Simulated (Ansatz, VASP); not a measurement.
**Two plane-wave programs on Al**

INCAR

```
PREC = Accurate
ENCUT = 520
EDIFF = 1E-7
ISMEAR = -1
SIGMA = 0.05
LREAL = False
LASPH = True
NELM = 100
ALGO = Normal
ISIF = 2
LWAVE = False
LCHARG = False
GGA = PE
NBANDS = 8
```

KPOINTS

```
regular mesh
0
Gamma
  12 12 12
```

File POSCAR:

```
Al
1.0
   -1.5697130985      1.5697130985      1.5697130985
    1.5697130985     -1.5697130985      1.5697130985
    1.5697130985      1.5697130985     -1.5697130985
Al
1
Direct
    0.0000000000      0.0000000000      0.0000000000
```

The input input.yaml:

```yaml
crystal:
  lattice:
    - [-1.5697130985, 1.5697130985, 1.5697130985]
    - [1.5697130985, -1.5697130985, 1.5697130985]
    - [1.5697130985, 1.5697130985, -1.5697130985]
  atoms:
    - { symbol: Al, position: [0.0, 0.0, 0.0] }
hamiltonian:
  xc: pbe
  pseudopotentials: { kind: paw }
kpoints:
  mp_grid: { grid: [12, 12, 12] }
scf:
  occupations: { method: fermi_dirac, width: 0.05 }
output:
  forces: true
  stress: true
  eigenvalues: true
  write_density: true
  write_potential: true
  elf: true
  volumetric_format: npy
```

Change from the starting cell: volume scaled by 0.96.

Alike in both runs: task single point; functional PBE; k mesh 12 × 12 × 12; occupations fermi-dirac, width 0.05 eV; no spin polarisation.

|  | VASP | Ansatz |
| --- | --- | --- |
| version | VASP 6.6.1 | Ansatz 0.2.0 |
| potentials or method | VASP PAW PBE potentials, release 64 (Al) | Ansatz PAW |
| plane-wave cutoff (eV) | 520 | 420 |
| valence electrons in the cell | 3 | 3 |

|  | VASP | Ansatz | Ansatz less VASP |
| --- | --- | --- | --- |
| gap on the k mesh at the Fermi level (eV) | none | none | - |
| pressure (GPa) | 7.5 | 7.5 | +0.01 |

A gap of «none» marks a metal or a gap that the smearing closes.
